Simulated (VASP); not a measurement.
A run of VASP 6.6.1 is set up as follows.

INCAR

```
SYSTEM = ZnCu2SnSe4
  ALGO = Normal
  EDIFF = 1E-6
  EDIFFG = -0.01
  ENCUT = 600
  GGA = PE
  IBRION = 2
  ISIF = 3
  ISMEAR = 1
  KPAR = 4
  LASPH = .True.
  LCHARG = .False.
  LREAL = .False.
  LWAVE = .False.
  NELM = 80
  NSW = 90
  PREC = Accurate
  SIGMA = 0.1
```

The input KPOINTS:

```
k-points
0
Gamma
  10 10 10
  0 0 0
```

POSCAR

```
ZnCu2SnSe4
1.0
   -2.8856370000      2.8856370000      5.7398310000
    2.8856370000     -2.8856370000      5.7398310000
    2.8856370000      2.8856370000     -5.7398310000
Zn Cu Sn Se
1 2 1 4
Direct
    0.7500000000      0.2500000000      0.5000000000
    0.2500000000      0.7500000000      0.5000000000
    0.0000000000      0.0000000000      0.0000000000
    0.5000000000      0.5000000000      0.0000000000
    0.6297540000      0.6365340000      0.5262470000
    0.1102870000      0.1035070000      0.4737530000
    0.8964930000      0.3702460000      0.0067800000
    0.3634660000      0.8897130000      0.9932200000
```

Potentials or basis: VASP PAW PBE potentials, release 64 (Zn, Cu, Sn_d, Se).

Launch:

```sh
$ cat potpaw_PBE.64/Zn/POTCAR potpaw_PBE.64/Cu/POTCAR potpaw_PBE.64/Sn_d/POTCAR potpaw_PBE.64/Se/POTCAR > POTCAR
$ mpirun -np 4 vasp_std > vasp.out
```

Predict the relaxed volume.

23.99 Å³/atom.

What does it give for the relaxed cell?

a = 7.059 Å, b = 7.059 Å, c = 7.059 Å, α = 131.73°, β = 131.73°, γ = 70.66°.

Estimate the band gap on the k mesh.

0.04 eV, direct.

Estimate the space group after relaxing (to 0.05 Å).

I-4 (No. 82).

Final structure:
```
CELL_PARAMETERS angstrom
-2.88640 2.88640 5.75900
2.88640 -2.88640 5.75900
2.88640 2.88640 -5.75900
ATOMIC_POSITIONS crystal
Zn 0.75000 0.25000 0.50000
Cu 0.25000 0.75000 0.50000
Cu 0.00000 0.00000 0.00000
Sn 0.50000 0.50000 0.00000
Se 0.62910 0.63834 0.52783
Se 0.11051 0.10128 0.47217
Se 0.89872 0.37090 0.00924
Se 0.36166 0.88949 0.99076
```

Caveat: spin-orbit coupling is left out, which moves the levels of the heavy elements. A k mesh can miss the band edges.
